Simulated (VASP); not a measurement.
# AgBr under changes of volume

One of the cells (24.116 Å³/atom); the others are scaled copies at fixed shape and fractional positions:

```xyz
2
Lattice="0.0000 2.8892 2.8892 2.8892 0.0000 2.8892 2.8892 2.8892 0.0000" Properties=species:S:1:pos:R:3 pbc="T T T"
Ag    0.0000    0.0000    0.0000
Br    2.8892    2.8892    2.8892
```

```yaml
Program: VASP 6.6.1
Functional: PBEsol
Potentials_or_basis: VASP PAW PBE potentials, release 64 (Ag, Br)
Cutoff: 520 eV
k_mesh: 8 × 8 × 8
Occupations: fermi-dirac, width 0.05 eV
Spin: no spin polarisation
```

```csv
volume (Å³/atom),energy over the lowest point (meV/atom),pressure (GPa),gap on the mesh (eV)
22.225,2.69,1.5,0.50
22.698,0.00,0.3,0.50
23.171,0.64,-0.8,0.50
24.116,10.30,-2.5,0.51
24.589,?,?,?
25.062,28.93,-3.8,0.52
```

Problem. What does the run at 24.589 Å³/atom give?

Solution. Energy over the lowest point 18.64 meV/atom; pressure -3.2 GPa; gap on the mesh 0.52 eV.

Worked out: A Birch-Murnaghan fit of order 3 (a polynomial in V^(-2/3)) to the other rows has its minimum at 22.84 Å³/atom with B0 = V·E''(V) = 52 GPa and B' = 5.4. It gives 18.64 meV/atom at 24.589 Å³/atom, against the run's 18.64, and -dE/dV = -3.2 GPa, against -3.2. A straight line through the other rows of the gap, of slope 0.176 eV per unit of ln V, gives 0.51 eV, against the run's 0.52.

Energies are extrapolated to zero smearing.

Caveats: the PAW data sets were made with another functional, which shifts forces and pressure a little.

A mesh can miss the band edges. Spin-orbit coupling on Ag, Br is left out.
